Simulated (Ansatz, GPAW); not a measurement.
In: 3 runs at one level of theory

```
CELL_PARAMETERS angstrom
-1.88253 1.88253 1.88253
1.88253 -1.88253 1.88253
1.88253 1.88253 -1.88253
ATOMIC_POSITIONS crystal
In 0.00000 0.00000 0.00000
```

This isn't the form of In at room conditions, which is tetragonal.

Alike in all runs: task band structure; functional LDA; k mesh 10 × 10 × 10; occupations fermi-dirac, width 0.05 eV; no spin polarisation; no spin-orbit coupling. LDA stands for any of its common fits. Pressure is positive in compression and, in plane waves, holds the error of the finite cutoff, which Ansatz's Pulay term estimates and takes out.

```csv
program and potentials,plane-wave cutoff (eV),notes,pressure (GPa)
"Ansatz, Ansatz PAW",420,"potentials made for PBE, which Ansatz adapts in part; Pulay term of +0.02 GPa included",-2.85
"GPAW, the program's PAW data sets (release 1.2.1) made for this functional",600,-,-3.14
"Ansatz, all-electron LAPW, scalar-relativistic",-,-,?
```

Task: Estimate from the other rows what the run with Ansatz, all-electron LAPW, scalar-relativistic gave.

Result: Pressure -2.84 GPa. The other rows, which needn't bracket it: pressure -3.14 to -2.85.
